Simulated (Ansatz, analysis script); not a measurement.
Records of electronic-structure calculations.

### Free-standing triangular V monolayer, spacing 2.841 Å: spin spirals and exchange

The cell holds 1 atom: 1 V. Cell: a = 2.841 Å, b = 2.841 Å, c = 14.000 Å, α = 90.0°, β = 90.0°, γ = 120.0°. An idealised lattice of chosen spacing, in vacuum. Vacuum lies along c.

* method: PBEsol, PAW set soft_1 (files made for PBE); spin spirals by the generalised Bloch theorem, no spin–orbit coupling (and 2 further levels or steps)
* program: Ansatz 0.2.0 and analysis script 1
* settings of one run: cutoff 420 eV, 24×24×1 k-mesh, Fermi-Dirac occupations, smearing width 0.05 eV, cone angle 90 °, wavevectors 10, starting moments 2.48 μB
* notes: The fit misses by 1.4 % of the energy range, so the shells describe the path well, though few points can’t fix distant couplings. In a sheet or chain isotropic couplings alone give no order above 0 K (Mermin and Wagner), so the mean-field number is only an energy scale. The cell was taken as built, with atoms unrelaxed. In doubt: the program’s search for lower states was switched off, so a lower magnetic state than those reached may exist.
* lowest point of the path: q = (0.333, 0.333, 0), -132 meV a magnetic atom from q = 0
* highest point: 64.4 meV a magnetic atom
* J of the nearest shell: -22.2 meV
* mean-field temperature: 795 K

The state at q = (0.333, 0.333, 0) lies 132 meV a magnetic atom below the ferromagnetic start, so that start is not the lowest state. The moments change by at most 8 % from their size at q = 0, a modest change.

[Hosts, paths, dates, database ids (printed as entryN), source tags and the programs' standing remarks are cut or masked in the printed files.]
